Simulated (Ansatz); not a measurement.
# NaH3O2 — ¹⁷O NMR of the central transition

Cell: a Materials Project structure (computed, not necessarily an observed phase), atoms as given.

Space group Pbca (No. 61); a = 6.0018, b = 11.2530, c = 6.1165 Å.

| site | Wyckoff | site symmetry | x | y | z |
| --- | --- | --- | --- | --- | --- |
| Na | 8c | 1 | 0.6996 | 0.5559 | 0.8581 |
| H9 | 8c | 1 | 0.8727 | 0.7132 | 0.5679 |
| H17 | 8c | 1 | 0.4317 | 0.8656 | 0.7166 |
| H25 | 8c | 1 | 0.6015 | 0.6300 | 0.4310 |
| O33 | 8c | 1 | 0.5561 | 0.1188 | 0.1215 |
| O34 | 8c | 1 | 0.8537 | 0.8709 | 0.0363 |

One atom of each set is listed.

Level of theory: DFT, PBE, plane waves and PAW, scalar-relativistic, 420 eV cutoff, Γ-centred 4×2×4 k-points, Fermi–Dirac smearing 0.02 eV (Ansatz 0.2.0).

¹⁷O has I = 5/2 and Q = -25.58 mb (Pyykkö 2018); at 35.2 T its Larmor frequency is ν₀ = 203.3 MHz. Only the quadrupole interaction is simulated: positions count from each site's isotropic chemical shift, and J coupling is left out, as are shift anisotropy and dipolar coupling, which fast spinning averages.

**Question.** What does the ¹⁷O spectrum (fast magic-angle spinning) show for each site?

**Answer.** 

```
site                                                             first shell  C_Q (MHz)     η  P_Q (MHz)  δ_QIS (ppm)  breadth (kHz)
 O33  2 H at 1.01 Å, 1 Na at 2.29 Å; also 1 H at 1.97 Å, 2 Na at 2.59–2.91 Å      -6.38  0.92       7.24        -7.61           3.43
 O34             1 H at 0.97 Å; also 2 H at 1.62–1.64 Å, 3 Na at 2.32–2.37 Å      -6.70  0.03       6.70        -6.51           2.87
```

δ_QIS = −(ν_Q²/30ν₀²)[I(I+1) − 3/4](1 + η²/3) × 10⁶ ppm with ν_Q = 3|C_Q|/[2I(2I−1)]; it falls as 1/B₀² in ppm, and the breadth as 1/B₀ in kHz.

At O34 V_zz points along its bond to H (within 3°).

The largest force is 0.3 eV/Å, so the atoms aren't at the calculated equilibrium and relaxing them would move these values.
